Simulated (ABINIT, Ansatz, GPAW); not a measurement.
# One calculation of Al2Pt, 3 ways

```xyz
3
Lattice="0.0000 2.9550 2.9550 2.9550 0.0000 2.9550 2.9550 2.9550 0.0000" Properties=species:S:1:pos:R:3 pbc="T T T"
Pt   -0.0611    0.0180   -0.0098
Al    4.4234    4.4254    4.4543
Al    1.4931    1.4997    1.4770
```

Atoms were shifted at random by some hundredths of an Å from the given cell, which wasn't relaxed again for these runs.

Alike in all runs: task single point; functional PBEsol; k mesh 8 × 8 × 8; occupations fermi-dirac, width 0.05 eV; no spin polarisation; no spin-orbit coupling. Pressure is positive in compression and, in plane waves, holds the error of the finite cutoff.

```csv
program and potentials,plane-wave cutoff (eV),notes,band gap (eV),pressure (GPa),largest force (eV/Å),energy over the undisturbed cell (meV/atom)
"ABINIT, PseudoDojo NC SR PBEsol v0.4.1 standard",1143,8 valence electrons an atom on average,?,?,?,?
"GPAW, PAW data sets generated for this functional",600,7.33 valence electrons an atom on average,no gap,-0.20,0.571,7.87
"Ansatz, all-electron LAPW, scalar-relativistic",-,-,no gap,-0.66,0.560,-
```

**Question.** Estimate from the other rows what the run with ABINIT, PseudoDojo NC SR PBEsol v0.4.1 standard gave.

**Answer.** No band gap; pressure -0.75 GPa; largest force 0.570 eV/Å; energy over the undisturbed cell 7.85 meV/atom. The other rows, which needn't bracket it: pressure -0.66 to -0.20; largest force 0.560 to 0.571; energy over the undisturbed cell 7.87.
